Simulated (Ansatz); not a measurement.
**Compressing Co: a fit and a missing row**

Co, Im-3m, a = 2.810 Å. This isn't the element's structure at ambient conditions. Ansatz: PBE, PAW, 420 eV, Γ-centred 20×20×20 mesh on 1 atom, Gaussian smearing 0.10 eV; collinear spin, largest moment 1.8 μB. Symmetry fixes shape and atoms, so the cell is only scaled; pressure is positive in compression.

```
V (Å³/atom) P (GPa)
      9.759    35.76
     10.091    24.23
     10.424    14.65
     10.757        ?
     11.089     0.01
     11.422    -5.50
     11.755   -10.06
     12.198   -15.08
```

Question: Take V0 = 11.089 Å³/atom, count pressures from its P0 = 0.01 GPa, fit the third-order Birch–Murnaghan form to the other rows, and predict the missing pressure.

Answer: With the Eulerian strain f = ½[(V0/V)^(2/3) − 1] and y = (P − P0)/[3f(1 + 2f)^(5/2)], the form is the line y = B0 + 1.5 B0 (B0′ − 4) f. Rows (f, y): 0.04445, 216.7; 0.03245, 212.6; 0.02105, 209.1; -0.00977, 197.5; -0.01907, 194.0; -0.03078, 191.6. Means f = 0.006388, y = 203.58; Σ(Δf)² = 0.004634, ΣΔfΔy = 1.603; the slope is their ratio. y = 201.4 + 345.9 f GPa, so B0 = 201.4 GPa and B0′ = 4 + 2 × (345.9)/(3 × 201.4) = 5.14. At V = 10.757, f = 0.01024, y = 204.94 and P = 6.63 GPa. The run gave 6.67 GPa, so the fit is 0.04 GPa too low, within twice the rms miss on the fitted rows (0.03 GPa).